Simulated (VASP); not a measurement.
Input of a VASP 6.6.1 run:

File INCAR:

```
SYSTEM = Al
PREC = Accurate
ENCUT = 520
EDIFF = 1E-7
ISMEAR = 0
SIGMA = 0.1
LREAL = .FALSE.
LASPH = .TRUE.
NELM = 80
ALGO = Normal
ISIF = 2
LWAVE = .FALSE.
LCHARG = .FALSE.
METAGGA = R2SCAN
LMIXTAU = .TRUE.
LUSE_VDW = .TRUE.
IVDW_NL = 2
BPARAM = 11.95
CPARAM = 0.0093
```

The input KPOINTS:

```
Automatic mesh
0
G
  18 18 18
  0 0 0
```

POSCAR

```
Al                                      
1.0
    0.0000000000      1.9509613130      1.9509613130
    1.9509613130      0.0000000000      1.9509613130
    1.9509613130      1.9509613130      0.0000000000
  Al            
     1
Direct
     0.0000000000000000    0.0000000000000000    0.0000000000000000
```

Potentials or basis: VASP PAW PBE potentials, release 64 (Al).

Run with:

```bash
$ cat potpaw_PBE.64/Al/POTCAR > POTCAR
$ mpirun -np 1 vasp_std > vasp.out
```

Question: Estimate the pressure.

Answer: 6.7 GPa.

Question: What does it give for the band gap on the k mesh?

Answer: None (metal or under the smearing width).

Caveat: the PAW data sets were made with another functional, which shifts forces and pressure a little; pairwise dispersion overbinds metals, which lowers pressure and volume.
